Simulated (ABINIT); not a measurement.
A run of ABINIT 10.8.3 (patched build) is set up as follows.

The input run.abi:

```
# Pseudopotentials
pp_dirpath "./"
pseudos "Ni.GGA_PBE-JTH.xml"

# Structure
acell 2.4572992075 2.4572992075 2.4572992075 Angstrom
rprim
     0.0000000000     0.7071067812     0.7071067812
     0.7071067812     0.0000000000     0.7071067812
     0.7071067812     0.7071067812     0.0000000000
ntypat 1
znucl 28
natom 1
typat 1
xred
     0.0000000000     0.0000000000     0.0000000000

# Plane-wave basis
ecut 1333.357926 eV
pawecutdg 73.5
pawxcdev 0

# k points
kptopt 1
ngkpt 13 13 13
nshiftk 1
shiftk 0.0 0.0 0.0

# Exchange and correlation
ixc -116133

# Bands and occupations
nband 14
occopt 3
tsmear 0.05 eV

# Spin
nsppol 2
spinat
     0.0000000000     0.0000000000     1.0000000000

# SCF cycle
nstep 100
tolvrs 1.0e-9

# Output
iomode 3
prtwf 0
prtden 0
prteig 0
prtebands 0
```

Potentials or basis: JTH PAW PBE v2.0.

Launch:

```sh
$ abinit run.abi > log 2>&1
```

Task: Predict the band gap on the k mesh.

Result: None (metal or under the smearing width).

Task: What does it give for the net moment?

Result: 0.63 μB per cell.

Task: Predict the site moments.

Result: Ni +0.67 μB.
